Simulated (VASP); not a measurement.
# Relaxed cell volume of rock-salt PbSe against diffraction: LDA, GGA and meta-GGA functionals with and without dispersion terms

Infrared detectors and thermoelectric legs made from PbSe depend on a narrow band gap that shifts with the lattice constant, so a wrong relaxed cell carries straight into the computed gap and into any estimate of mismatch with a substrate. We therefore need to know how far each functional places the cell volume from the measured one, and how much of that distance a dispersion term removes. The volumes come from full relaxations of a static lattice at zero pressure. Errors are percentages of the diffraction cell, 28.67 Å³ per atom, and a positive sign means that the computed cell is too large. Since cubic symmetry fixes both atomic sites, the volume error comes purely from the lattice constant and is, in per cent, about three times the error in that constant.

## Method

The start is the cell of a diffraction database, 28.67 Å³ per atom, whose temperature is that of the entry, mostly ambient. VASP 6.6.1, plane waves with PAW, cutoff 520 eV; cell and atoms fully relaxed at zero pressure at each level, static lattice, no spin polarisation, no spin-orbit coupling. All ran on Intel(R) Xeon(R) Platinum 8488C (Sapphire Rapids), shared with other work, so times are rough. All levels use the PAW data sets made with PBE. Non-spherical gradient terms inside the PAW spheres (LASPH) are on in the rows so marked and off in the others; they change results slightly and raise the cost.

Notes on method and selection:

- The diffraction cell holds zero-point and thermal expansion, typically 0.5 to 2 % in volume at room temperature, which a static relaxation lacks.
- Crystals whose PBE volume lies more than 1.5 % under or 25 % over the diffraction cell, or whose cell differs by over 0.3 % from another measurement, were left out.
- Non-spherical gradient terms in the PAW spheres (LASPH) were as a rule on for AM05, RPBE, BLYP, D4 and meta-GGAs and in later sessions, and off for LDA, PBE, PBEsol and D3; where rows differ in this, it bears on volumes, moments and cost.
- Runs that did not converge, have known faults or may not be shown are not listed, and runs on Ansatz's PAW sets soft_1 and soft_2 are kept to separate tables.

Columns:

- volume error (%): relaxed volume relative to the diffraction cell.
- volume (Å³/atom): relaxed volume per atom.
- cost per step (core-s): processor time per ionic step of the relaxation.

## Table of results

| member | volume error (%) | volume (Å³/atom) | cost per step (core-s) | remark |
| --- | --- | --- | --- | --- |
| PBE + D3(BJ) | 0.48 | 28.809 | – |  |
| r2SCAN | 2.75 | 29.460 | – |  |
| revPBE + D3(BJ) | −0.60 | 28.498 | 9.4 |  |
| r2SCAN + rVV10 | ? | ? | 120 |  |
| optB86b-vdW | ? | ? | 86 |  |
| SCAN | 1.54 | 29.113 | 49 | LASPH on |
| LDA | −3.85 | 27.568 | 8.3 |  |
| PBE | 4.67 | 30.011 | 9.9 |  |

Cells marked ? are withheld until the estimate has been made.

## Why the values move as they do

The six levels with shown volumes run from −3.85 % for LDA to 4.67 % for PBE, a span of 4.67 + 3.85 = 8.52 points. LDA overbinds. The gradient-dependent exchange of PBE favours the steeper densities of more separated atoms and so lengthens the Pb–Se bond. PBE also lacks the long-range attraction between polarisable ions, which matters for ions as large and soft as those of Pb and Se.

The direct test of a dispersion term is the PBE pair. Adding D3(BJ) lowers the volume by 30.011 − 28.809 = 1.202 Å³ per atom and the error by 4.67 − 0.48 = 4.19 points, or roughly 1.4 % in the lattice constant. RevPBE + D3(BJ) ends lower still, at −0.60 %, although revPBE exchange is more repulsive than that of PBE. Its D3 damping is fitted separately and lets more attraction through at short range.

SCAN and r2SCAN, at 1.54 and 2.75 %, lie between PBE + D3(BJ) and PBE. Meta-GGAs of this kind already describe part of the attraction at intermediate range. The difference between the two, 2.75 − 1.54 = 1.21 points, is not purely a matter of the functional, because LASPH is on for SCAN only; its effect on the volume should be the smaller part.

The diffraction cell includes thermal and zero-point expansion, typically 0.5 to 2 %, so a faithful static volume should show an error of about −0.5 to −2 %. RevPBE + D3(BJ) falls inside that range and is the best level shown. PBE + D3(BJ) is nearest to the raw cell but about one point above the range. PBE is the worst on either count, and LDA is too small even after the allowance. This ranking holds for one crystal and should not be carried over to other lead chalcogenides unchecked.

The D3 term adds no visible cost: a step takes 9.4 core-s with revPBE + D3(BJ) and 9.9 with PBE.

## A prediction

Plain estimates from the members shown:

- optB86b-vdW, mean of the 6 members shown: 0.83 %, standard deviation 2.7
- r2SCAN + rVV10, mean of the 6 members shown: 0.83 %, standard deviation 2.7

For optB86b-vdW we take the mean of the four levels that contain some attraction beyond LDA and PBE: (0.48 − 0.60 + 1.54 + 2.75) / 4 = 1.04 %. Their standard deviation, with n − 1 in the divisor, is 1.4 points; the plain estimates above use n. Predicting SCAN from the other three gives 0.88 %, a miss of 0.66 points. The centre hardly differs from the plain mean of 0.83 %; the physical selection serves mainly to leave out LDA and PBE, whose errors widen the plain scatter to 2.7 points.

For r2SCAN + rVV10 the parent functional is in the table, which makes it a better start than any mean. The rVV10 term is attractive, so the error should fall below the 2.75 % of r2SCAN. For the lower edge we use the D3 shift in PBE, 4.19 points. Of this, r2SCAN already supplies 4.67 − 2.75 = 1.92 points relative to PBE, which leaves 4.19 − 1.92 = 2.27 points if that whole difference is counted as attraction, an assumption that the table cannot test. The range is then 0.48 to 2.75 %. With no reason to favour either end, we take the midpoint, (0.48 + 2.75) / 2 = 1.6 %, and the standard deviation of an even distribution over the range, 2.27 / √12 = 0.66 points. No second meta-GGA pair is shown on which to try this route.

**Committed estimate, optB86b-vdW: volume error = 1.0 ± 1.4 %.**  
**Committed estimate, r2SCAN + rVV10: volume error = 1.6 ± 0.7 %.**

## The withheld result

| member | volume error (%) | volume (Å³/atom) | cost per step (core-s) | remark |
| --- | --- | --- | --- | --- |
| r2SCAN + rVV10 | 1.21 | 29.018 | 120 | LASPH on |
| optB86b-vdW | 1.76 | 29.176 | 86 | LASPH on |

| member | estimate | volume error (%) | computed | estimate − computed | miss in error bars |
| --- | --- | --- | --- | --- | --- |
| optB86b-vdW | committed | 1.00 | 1.76 | −0.76 | 0.5 |
| optB86b-vdW | mean | 0.83 | 1.76 | −0.93 |  |
| r2SCAN + rVV10 | committed | 1.60 | 1.21 | +0.39 | 0.6 |
| r2SCAN + rVV10 | mean | 0.83 | 1.21 | −0.38 |  |

Both estimates fell inside their error bars. For optB86b-vdW we gave 1.0 % against a computed 1.76 %, slightly better than the plain mean. For r2SCAN + rVV10 we gave 1.6 % against 1.21 %, no better than the plain mean, which missed by the same amount on the other side.

Starting from the parent functional gave the right direction: the error drops by 2.75 − 1.21 = 1.54 points from r2SCAN to r2SCAN + rVV10, inside the 0 to 2.27 points we allowed. D3(BJ) takes 4.19 points off PBE. A meta-GGA that already describes some of the attraction would leave less for the added term to do, but rVV10 and D3(BJ) are also different corrections. Nor do we know whether r2SCAN itself ran with the non-spherical gradient terms. In the estimate we read its empty remark as a sign that they were switched off, and gave this as one reason for the 1.21 points between SCAN and r2SCAN. An empty remark cannot carry that, since the method notes describe these terms as normally active in meta-GGA runs. We therefore assign them no share of that difference, nor of the 1.54 points between r2SCAN and r2SCAN + rVV10.

Choosing levels with some attraction did little for optB86b-vdW. Its cell is larger than those of both D3 levels, so the presence of a dispersion term does not by itself fix the volume; the form of the term and the exchange it is paired with can both matter. The non-spherical gradient terms, used for optB86b-vdW but normally not with D3, may add a little, and these rows do not separate the three.

## Departures from the trend

The mean error of all eight levels is 1.00 %, with a standard deviation (n − 1 in the divisor) of about 2.5 points. LDA lies farthest from it, at −3.85 − 1.00 = −4.85 points, and PBE next, at 4.67 − 1.00 = +3.67 points. Both signs are the usual ones: LDA binds too strongly, while PBE weakens the bond and has no long-range dispersion. The PBE-made PAW data sets add an inconsistency to the LDA run, probably a small one beside its overbinding.

The allowance for thermal and zero-point expansion changes how these two compare. Against a static target of −0.5 to −2 %, LDA is too small by roughly 1.9 to 3.4 points, whereas PBE is too large by roughly 5.2 to 6.7. R2SCAN + rVV10 is too large by roughly 1.7 to 3.2 points, so LDA, which looks poor against the raw cell, comes about as near to the static target as this far more elaborate level. That closeness reflects where the LDA error happens to fall and is no sign that LDA describes the bonding better.

## Cost

Among the levels with a time shown, the two with non-local correlation are the most expensive per ionic step: 120 core-s for r2SCAN + rVV10 and 86 for optB86b-vdW, against 9.4 for revPBE + D3(BJ). The ratios are about 120 / 9.4 = 13 and 86 / 9.4 = 9. Part of this is due to LASPH, which is on in both expensive runs, and part of the first ratio to the meta-GGA.

For the volume of PbSe the extra time buys nothing here. RevPBE + D3(BJ) is nearer both to the raw diffraction cell and to the static target than either of them. SCAN, at 49 core-s, costs about five times as much per step as PBE, at 9.9.

## What to take away

In both pairs shown, adding dispersion shrinks the PbSe cell, by 4.19 points for PBE and 1.54 for r2SCAN; for the second pair it is not certain that both runs used the same LASPH setting. The mean of the series would place another functional only to within about 2.5 points; a calculated parent functional at least gives the direction of the shift.

For substrate matching, the cubic lattice constant follows from a = (8V)^(1/3), with V the volume per atom, so its relative error is about a third of that in the volume. PBE would thus introduce a false mismatch of about 1.5 %, and revPBE + D3(BJ) one of only about −0.2 %.

No omitted effect is likely to exceed the full spread of 8.52 points. Thermal and zero-point expansion, +0.5 to +2 % in volume, is nevertheless large enough to reorder the levels. Spin–orbit coupling matters little for the volume but lowers the gap markedly, so a detector gap needs it even at the right cell.
